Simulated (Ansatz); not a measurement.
Ge in Ansatz: the effect of functional

Ge:

```
Ge
1.0
     3.97076    0.00000    0.00000
    -1.98538    3.43878    0.00000
     0.00000    0.00000    6.55509
Ge
4
Direct
  0.33333 0.66667 0.93710
  0.66667 0.33333 0.43710
  0.33333 0.66667 0.56290
  0.66667 0.33333 0.06290
```

This isn't the form of Ge at room conditions, which is diamond.

The cell isn't the ideal one: volume scaled by 0.98.

Alike in all runs:

```yaml
Program: Ansatz 0.2.0
Task: single point
Potentials_or_basis: Ansatz PAW
k_mesh: 8 × 8 × 4
Occupations: fermi-dirac, width 0.05 eV
Spin: no spin polarisation
```

| functional | cutoff | gap on the mesh (eV) | pressure (GPa) |
| --- | --- | --- | --- |
| LDA | 420 eV (not typed: the program's choice for these potentials) | 0.09 | -0.6 |
| PBEsol | 420 eV (not typed: the program's choice for these potentials) | ? | ? |
| r2SCAN | 500 eV (not typed: the program's choice for these potentials) | 0.14 | 1.5 |

Q: What does the run with functional PBEsol give?

A: gap on the mesh none; pressure 1.4 GPa.

Caveats: the PAW data sets come from PBE, with cores solved anew for the run's functional, which leaves a small shift of forces and pressure.

A k mesh can miss the band edges.

A gap of «none» marks a metal or a gap under the smearing width.
